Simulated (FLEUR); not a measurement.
# Sn (Fd-3m) in FLEUR: a series of runs

Runs on Sn. Level: SCAN. Tasks: band structure, equation of state.

All numbers are computed with FLEUR MaX-R8.1 (later development tree); they aren't measurements. Logs are shortened: lines on timing, memory, paths and dates and some standing lists are left out, and cuts for length are marked.

## Step 1: The crystal as given

The structure is cubic, space group Fd-3m (No. 227). The conventional cell has a = 6.467 Å, b = 6.467 Å, c = 6.467 Å, α = 90.00°, β = 90.00°, γ = 90.00°. Sn (site symmetry -43m) has 4 Sn at 2.80 Å as nearest neighbours.

This isn't the form of Sn at room conditions, which is tetragonal (white tin).

## Step 2: Band structure, SCAN

Contents of inp.xml:

```xml
<?xml version="1.0" encoding="UTF-8" standalone="no"?>
<fleurInput fleurInputVersion="0.39">
   <comment>
      Sn                                                                                                  
   </comment>
   <calculationSetup>
      <cutoffs Kmax="4.1" Gmax="12.7" GmaxXC="12.7" numbands="0"/>
      <scfLoop itmax="80" minDistance="0.0001" maxIterBroyd="30" imix="Anderson" alpha="0.05" precondParam="0.0" spinf="2.0" sdNocoIR="T"/>
      <coreElectrons ctail="F" frcor="F" kcrel="0" coretail_lmax="0"/>
      <xcFunctional name="LibXC" relativisticCorrections="F">
         <LibXCName exchange="mgga_x_scan" correlation="mgga_c_scan"/>
         <AuxGGA exchange="117" correlation="130"/>
      </xcFunctional>
      <magnetism jspins="1"/>
      <soc l_soc="F" theta="0.0" phi="0.0" spav="F"/>
      <expertModes spex="0" secvar="F"/>
      <geometryOptimization l_f="F" forcealpha="1.0" forcemix="BFGS" epsdisp="0.00001" epsforce="0.00001"/>
      <ldaU l_linMix="F" mixParam="0.05" spinf="1.0"/>
   </calculationSetup>
   <cell>
      <bzIntegration valenceElectrons="44.0" mode="hist" fermiSmearingEnergy="0.00183747">
         <kPointListSelection listName="default-1"/>
         <!-- k-points included here -->
         <xi:include xmlns:xi="http://www.w3.org/2001/XInclude" href="kpts.xml"> </xi:include>
      </bzIntegration>
      <!-- symmetry operations included here -->
      <xi:include xmlns:xi="http://www.w3.org/2001/XInclude" href="sym.xml"> </xi:include>
      <bulkLattice scale="1.0">
         <bravaisMatrix>
            <row-1>    0.0000000000000000     6.1101323589473129     6.1101323589473129</row-1>
            <row-2>    6.1101323589473129     0.0000000000000000     6.1101323589473129</row-2>
            <row-3>    6.1101323589473129     6.1101323589473129     0.0000000000000000</row-3>
         </bravaisMatrix>
      </bulkLattice>
   </cell>
   <atomSpecies>
      <species name="Tin (Sn)" element="Sn" atomicNumber="50">
         <mtSphere radius="2.45" gridPoints="811" logIncrement="0.016"/>
         <atomicCutoffs lmax="10" lnonsphr="10"/>
         <electronConfig flipSpins="F">
            <coreConfig>(1s1/2) (2s1/2) (2p1/2) (2p3/2) (3s1/2) (3p1/2) (3p3/2) (3d3/2) (3d5/2)</coreConfig>
            <valenceConfig>(4s1/2) (4p1/2) (4p3/2) (5s1/2) (4d3/2) (4d5/2) (5p1/2) (5p3/2)</valenceConfig>
            <stateOccupation state="(5p1/2)" spinUp="0.333333" spinDown="0.333333"/>
            <stateOccupation state="(5p3/2)" spinUp="0.666667" spinDown="0.666667"/>
         </electronConfig>
         <energyParameters s="5" p="5" d="4" f="4"/>
         <lo type="SCLO" l="0" n="4" eDeriv="0"/>
         <lo type="SCLO" l="1" n="4" eDeriv="0"/>
         <lo type="SCLO" l="1" n="4" eDeriv="1"/>
         <lo type="SCLO" l="2" n="4" eDeriv="2"/>
         <lo type="SCLO" l="3" n="4" eDeriv="2"/>
      </species>
   </atomSpecies>
   <atomGroups>
      <atomGroup species="Tin (Sn)">
         <relPos label="                   1">-3.000/8.000 -3.000/8.000 -3.000/8.000</relPos>
         <relPos label="                   2">3.000/8.000 3.000/8.000 3.000/8.000</relPos>
         <force calculate="T" relaxXYZ="TTT"/>
      </atomGroup>
   </atomGroups>
   <output dos="F" band="F" slice="F">
      <checks vchk="F" cdinf="F"/>
      <bandDOS minEnergy="-.5*Htr" maxEnergy="0.5*Htr" sigma="0.015" storeEVData="T"/>
      <vacuumDOS vacdos="F" integ="F" star="F" nstars="0" locx1="0.0" locy1="0.0" locx2="0.0" locy2="0.0" nstm="0" tworkf="0.0"/>
      <unfoldingBand unfoldBand="F" supercellX="1" supercellY="1" supercellZ="1"/>
      <plotting iplot="0" polar="F">
         <plot TwoD="T" vec1="  1.0  0.0  0.0" vec2="  0.0  1.0  0.0" vec3="  0.0  0.0  1.0" zero="  0.0  0.0  0.0" file="plot"/>
      </plotting>
      <chargeDensitySlicing numkpt="0" minEigenval="0.0" maxEigenval="0.0" nnne="0" pallst="F"/>
      <specialOutput eonly="F"/>
      <moessbauerParams electricFieldGradient="T" isomerShift="T" coreHyperfine="T" valenceHyperfine="T"/>
      <magneticCircularDichroism mcd="F" energyLo="-10.0" energyUp="0.0"/>
   </output>
  <!-- We include the file relax.xml here to enable relaxations (see documentation) -->
  <xi:include xmlns:xi="http://www.w3.org/2001/XInclude" href="relax.xml"> <xi:fallback/> </xi:include>
</fleurInput>
```

Contents of crystal.txt:

```
Sn
&input cartesian=F /
0.0000000000  3.2333428000  3.2333428000
3.2333428000  0.0000000000  3.2333428000
3.2333428000  3.2333428000  0.0000000000
1.8897261246
1.0 1.0 1.0

2
50 0.7500000000  0.7500000000  0.7500000000
50 0.5000000000  0.5000000000  0.5000000000

&kpt div1=7 div2=7 div3=7 gamma=T /
```

Contents of inp.xml (bands):

```
<?xml version="1.0" encoding="UTF-8" standalone="no"?>
<fleurInput fleurInputVersion="0.39">
   <comment>
      Sn                                                                                                  
   </comment>
   <calculationSetup>
      <cutoffs Kmax="4.1" Gmax="12.7" GmaxXC="12.7" numbands="0"/>
      <scfLoop itmax="80" minDistance="0.0001" maxIterBroyd="30" imix="Anderson" alpha="0.05" precondParam="0.0" spinf="2.0" sdNocoIR="T"/>
      <coreElectrons ctail="F" frcor="F" kcrel="0" coretail_lmax="0"/>
      <xcFunctional name="LibXC" relativisticCorrections="F">
         <LibXCName exchange="mgga_x_scan" correlation="mgga_c_scan"/>
         <AuxGGA exchange="117" correlation="130"/>
      </xcFunctional>
      <magnetism jspins="1"/>
      <soc l_soc="F" theta="0.0" phi="0.0" spav="F"/>
      <expertModes spex="0" secvar="F"/>
      <geometryOptimization l_f="F" forcealpha="1.0" forcemix="BFGS" epsdisp="0.00001" epsforce="0.00001"/>
      <ldaU l_linMix="F" mixParam="0.05" spinf="1.0"/>
   </calculationSetup>
   <cell>
      <bzIntegration valenceElectrons="44.0" mode="hist" fermiSmearingEnergy="0.00183747">
         <kPointListSelection listName="path-1"/>
         <!-- k-points included here -->
         <xi:include xmlns:xi="http://www.w3.org/2001/XInclude" href="kpts.xml"> </xi:include>
      </bzIntegration>
      <!-- symmetry operations included here -->
      <xi:include xmlns:xi="http://www.w3.org/2001/XInclude" href="sym.xml"> </xi:include>
      <bulkLattice scale="1.0">
         <bravaisMatrix>
            <row-1>    0.0000000000000000     6.1101323589473129     6.1101323589473129</row-1>
            <row-2>    6.1101323589473129     0.0000000000000000     6.1101323589473129</row-2>
            <row-3>    6.1101323589473129     6.1101323589473129     0.0000000000000000</row-3>
         </bravaisMatrix>
      </bulkLattice>
   </cell>
   <atomSpecies>
      <species name="Tin (Sn)" element="Sn" atomicNumber="50">
         <mtSphere radius="2.45" gridPoints="811" logIncrement="0.016"/>
         <atomicCutoffs lmax="10" lnonsphr="10"/>
         <electronConfig flipSpins="F">
            <coreConfig>(1s1/2) (2s1/2) (2p1/2) (2p3/2) (3s1/2) (3p1/2) (3p3/2) (3d3/2) (3d5/2)</coreConfig>
            <valenceConfig>(4s1/2) (4p1/2) (4p3/2) (5s1/2) (4d3/2) (4d5/2) (5p1/2) (5p3/2)</valenceConfig>
            <stateOccupation state="(5p1/2)" spinUp="0.333333" spinDown="0.333333"/>
            <stateOccupation state="(5p3/2)" spinUp="0.666667" spinDown="0.666667"/>
         </electronConfig>
         <energyParameters s="5" p="5" d="4" f="4"/>
         <lo type="SCLO" l="0" n="4" eDeriv="0"/>
         <lo type="SCLO" l="1" n="4" eDeriv="0"/>
         <lo type="SCLO" l="1" n="4" eDeriv="1"/>
         <lo type="SCLO" l="2" n="4" eDeriv="2"/>
         <lo type="SCLO" l="3" n="4" eDeriv="2"/>
      </species>
   </atomSpecies>
   <atomGroups>
      <atomGroup species="Tin (Sn)">
         <relPos label="                   1">-3.000/8.000 -3.000/8.000 -3.000/8.000</relPos>
         <relPos label="                   2">3.000/8.000 3.000/8.000 3.000/8.000</relPos>
         <force calculate="T" relaxXYZ="TTT"/>
      </atomGroup>
   </atomGroups>
   <output dos="F" band="T" slice="F">
      <checks vchk="F" cdinf="F"/>
      <bandDOS minEnergy="-.5*Htr" maxEnergy="0.5*Htr" sigma="0.015" storeEVData="T"/>
      <vacuumDOS vacdos="F" integ="F" star="F" nstars="0" locx1="0.0" locy1="0.0" locx2="0.0" locy2="0.0" nstm="0" tworkf="0.0"/>
      <unfoldingBand unfoldBand="F" supercellX="1" supercellY="1" supercellZ="1"/>
      <plotting iplot="0" polar="F">
         <plot TwoD="T" vec1="  1.0  0.0  0.0" vec2="  0.0  1.0  0.0" vec3="  0.0  0.0  1.0" zero="  0.0  0.0  0.0" file="plot"/>
      </plotting>
      <chargeDensitySlicing numkpt="0" minEigenval="0.0" maxEigenval="0.0" nnne="0" pallst="F"/>
      <specialOutput eonly="F"/>
      <moessbauerParams electricFieldGradient="T" isomerShift="T" coreHyperfine="T" valenceHyperfine="T"/>
      <magneticCircularDichroism mcd="F" energyLo="-10.0" energyUp="0.0"/>
   </output>
  <!-- We include the file relax.xml here to enable relaxations (see documentation) -->
  <xi:include xmlns:xi="http://www.w3.org/2001/XInclude" href="relax.xml"> <xi:fallback/> </xi:include>
</fleurInput>
```

Potentials or basis: all-electron, FLAPW.

Command:

```console
$ inpgen -f crystal.txt -profile fastHighL
$ # inp.xml edited to the form shown
$ fleur_MPI
$ fleur_MPI   # second run, on inp.xml (bands)
```

Log:

```text
Welcome to FLEUR        (www.flapw.de)
      MaX-Release 8.1          (www.max-centre.eu)
 func_ids         267         263         267         263
 MetaGGA potential functional detected - V_tau will be computed
 Auxiliary Potential for radial basis: exchange=         117  correlation=         130
The functional 'SCAN exchange of Sun, Ruzsinszky, and Perdew' is an exchange functional, it belongs to the 'MGGA' family and is defined in the reference(s):
[1] J. Sun, A. Ruzsinszky, and J. P. Perdew.,  Phys. Rev. Lett. 115, 036402 (2015)
The functional 'SCAN correlation of Sun, Ruzsinszky, and Perdew' is a correlation functional, it belongs to the 'MGGA' family and is defined in the reference(s):
[1] J. Sun, A. Ruzsinszky, and J. P. Perdew.,  Phys. Rev. Lett. 115, 036402 (2015)
 Using same functional for VXC and EXC

 ========== k-point set info ==========
 Selected k-point list: default-1
 k-point list type: mesh
 7 x 7 x 7
 Number of k points: 20

 ------------Calculation Setup---------------------------
 Number of MPI-tasks      :            1
 Number of PE/node        :            1
 Number of OMP-threads    :            1
 Most efficient MPI parallelization for:
           1           2           4           5          10          20
 Additional eigenvalue parallelization possible
 Number of basis functions:          611
 Approximate size of matrices (H+S) per k-point:         0.006 GB
 --------------------------------------------------------
The functional 'Hammer, Hansen, and Norskov' is an exchange functional, it belongs to the 'GGA' family and is defined in the reference(s):
[1] B. Hammer, L. B. Hansen, and J. K. Nørskov.,  Phys. Rev. B 59, 7413 (1999)
The functional 'Perdew, Burke & Ernzerhof' is a correlation functional, it belongs to the 'GGA' family and is defined in the reference(s):
[1] J. P. Perdew, K. Burke, and M. Ernzerhof.,  Phys. Rev. Lett. 77, 3865 (1996)
[2] J. P. Perdew, K. Burke, and M. Ernzerhof.,  Phys. Rev. Lett. 78, 1396 (1997)
 Using same functional for VXC and EXC
 Using auxiliary GGA potential for the first iteration of MetaGGA calculation.
 Reset of history
 Reset of history
 Iteration:     1   Distance:      22.32657206 me/bohr^3
The functional 'Hammer, Hansen, and Norskov' is an exchange functional, it belongs to the 'GGA' family and is defined in the reference(s):
[1] B. Hammer, L. B. Hansen, and J. K. Nørskov.,  Phys. Rev. B 59, 7413 (1999)
The functional 'Perdew, Burke & Ernzerhof' is a correlation functional, it belongs to the 'GGA' family and is defined in the reference(s):
[1] J. P. Perdew, K. Burke, and M. Ernzerhof.,  Phys. Rev. Lett. 77, 3865 (1996)
[2] J. P. Perdew, K. Burke, and M. Ernzerhof.,  Phys. Rev. Lett. 78, 1396 (1997)
 Using same functional for VXC and EXC
 Iteration:     2   Distance:      21.20285429 me/bohr^3
The functional 'Hammer, Hansen, and Norskov' is an exchange functional, it belongs to the 'GGA' family and is defined in the reference(s):
[1] B. Hammer, L. B. Hansen, and J. K. Nørskov.,  Phys. Rev. B 59, 7413 (1999)
The functional 'Perdew, Burke & Ernzerhof' is a correlation functional, it belongs to the 'GGA' family and is defined in the reference(s):
[1] J. P. Perdew, K. Burke, and M. Ernzerhof.,  Phys. Rev. Lett. 77, 3865 (1996)
[2] J. P. Perdew, K. Burke, and M. Ernzerhof.,  Phys. Rev. Lett. 78, 1396 (1997)
 Using same functional for VXC and EXC
 Iteration:     3   Distance:      20.12714766 me/bohr^3
The functional 'Hammer, Hansen, and Norskov' is an exchange functional, it belongs to the 'GGA' family and is defined in the reference(s):
[1] B. Hammer, L. B. Hansen, and J. K. Nørskov.,  Phys. Rev. B 59, 7413 (1999)
The functional 'Perdew, Burke & Ernzerhof' is a correlation functional, it belongs to the 'GGA' family and is defined in the reference(s):
[1] J. P. Perdew, K. Burke, and M. Ernzerhof.,  Phys. Rev. Lett. 77, 3865 (1996)
[2] J. P. Perdew, K. Burke, and M. Ernzerhof.,  Phys. Rev. Lett. 78, 1396 (1997)
 Using same functional for VXC and EXC
 Iteration:     4   Distance:       1.38995344 me/bohr^3
The functional 'Hammer, Hansen, and Norskov' is an exchange functional, it belongs to the 'GGA' family and is defined in the reference(s):
[1] B. Hammer, L. B. Hansen, and J. K. Nørskov.,  Phys. Rev. B 59, 7413 (1999)
The functional 'Perdew, Burke & Ernzerhof' is a correlation functional, it belongs to the 'GGA' family and is defined in the reference(s):
[1] J. P. Perdew, K. Burke, and M. Ernzerhof.,  Phys. Rev. Lett. 77, 3865 (1996)
[2] J. P. Perdew, K. Burke, and M. Ernzerhof.,  Phys. Rev. Lett. 78, 1396 (1997)
 Using same functional for VXC and EXC
 Iteration:     5   Distance:       1.51798155 me/bohr^3
The functional 'Hammer, Hansen, and Norskov' is an exchange functional, it belongs to the 'GGA' family and is defined in the reference(s):
[... 60 lines left out ...]
 Using same functional for VXC and EXC
 Iteration:    14   Distance:       0.00067707 me/bohr^3
The functional 'Hammer, Hansen, and Norskov' is an exchange functional, it belongs to the 'GGA' family and is defined in the reference(s):
[1] B. Hammer, L. B. Hansen, and J. K. Nørskov.,  Phys. Rev. B 59, 7413 (1999)
The functional 'Perdew, Burke & Ernzerhof' is a correlation functional, it belongs to the 'GGA' family and is defined in the reference(s):
[1] J. P. Perdew, K. Burke, and M. Ernzerhof.,  Phys. Rev. Lett. 77, 3865 (1996)
[2] J. P. Perdew, K. Burke, and M. Ernzerhof.,  Phys. Rev. Lett. 78, 1396 (1997)
 Using same functional for VXC and EXC
 Iteration:    15   Distance:       0.00027750 me/bohr^3
The functional 'Hammer, Hansen, and Norskov' is an exchange functional, it belongs to the 'GGA' family and is defined in the reference(s):
[1] B. Hammer, L. B. Hansen, and J. K. Nørskov.,  Phys. Rev. B 59, 7413 (1999)
The functional 'Perdew, Burke & Ernzerhof' is a correlation functional, it belongs to the 'GGA' family and is defined in the reference(s):
[1] J. P. Perdew, K. Burke, and M. Ernzerhof.,  Phys. Rev. Lett. 77, 3865 (1996)
[2] J. P. Perdew, K. Burke, and M. Ernzerhof.,  Phys. Rev. Lett. 78, 1396 (1997)
 Using same functional for VXC and EXC
 Iteration:    16   Distance:       0.00021765 me/bohr^3
The functional 'Hammer, Hansen, and Norskov' is an exchange functional, it belongs to the 'GGA' family and is defined in the reference(s):
[1] B. Hammer, L. B. Hansen, and J. K. Nørskov.,  Phys. Rev. B 59, 7413 (1999)
The functional 'Perdew, Burke & Ernzerhof' is a correlation functional, it belongs to the 'GGA' family and is defined in the reference(s):
[1] J. P. Perdew, K. Burke, and M. Ernzerhof.,  Phys. Rev. Lett. 77, 3865 (1996)
[2] J. P. Perdew, K. Burke, and M. Ernzerhof.,  Phys. Rev. Lett. 78, 1396 (1997)
 Using same functional for VXC and EXC
 Iteration:    17   Distance:       0.00003896 me/bohr^3

 ********************************************************************
 Run finished successfully
 Stop message:
   all done
 ********************************************************************
```

Run time: 41 s. Hardware: 1 thread of AMD EPYC 9R45 (Zen 5), shared host; peak memory 0.09 GiB.

What came out:

```
Free energy                                           : -336311.3753 eV
Band gap along the path                               : none (metal or under the smearing width)
Valence electrons inside the program's atomic spheres : Sn 19.86 (radii Sn 2.45 bohr)
```

Levels at the corners of the path, in eV from the Fermi level:
```
point  band 19  band 20  band 21  band 22  band 23  band 24  band 25  band 26
    Γ   -11.10    -0.68     0.22     0.22     0.22     2.18     2.18     2.18
    X    -7.84    -7.84    -2.56    -2.56     0.93     0.93     8.02     8.02
    W    -7.78    -7.78    -3.16    -3.16     3.57     3.57     4.35     4.35
    K    -8.26    -7.33    -3.51    -2.18     1.20     3.56     6.04     6.24
    Γ   -11.10    -0.68     0.22     0.22     0.22     2.18     2.18     2.18
    L    -9.38    -6.57    -1.11    -1.11     0.01     3.37     3.37     6.07
    U    -8.26    -7.33    -3.51    -2.18     1.20     3.56     6.04     6.24
    W    -7.78    -7.78    -3.16    -3.16     3.57     3.57     4.35     4.35
    L    -9.38    -6.57    -1.11    -1.11     0.01     3.37     3.37     6.07
    K    -8.26    -7.33    -3.51    -2.18     1.20     3.56     6.04     6.24
    U    -8.26    -7.33    -3.51    -2.18     1.20     3.56     6.04     6.24
    X    -7.84    -7.84    -2.56    -2.56     0.93     0.93     8.02     8.02
```

Core levels (eV from the Fermi level):
```
atom                                                                                                                             levels
1 Sn  1s1/2 -28992.7, 2s1/2 -4371.8, 2p1/2 -4082.8, 2p3/2 -3852.1, 3s1/2 -840.1, 3p1/2 -722.8, 3p3/2 -680.7, 3d3/2 -473.6, 3d5/2 -464.9
2 Sn  1s1/2 -28992.7, 2s1/2 -4371.8, 2p1/2 -4082.8, 2p3/2 -3852.1, 3s1/2 -840.1, 3p1/2 -722.8, 3p3/2 -680.7, 3d3/2 -473.6, 3d5/2 -464.9
```

Caveat: the meta-GGA is that of a development version, with a GGA for the radial functions and cores and without core tails; spin-orbit coupling is left out, which moves the levels of the heavy elements.

(Part 1 of 2 ends here.)
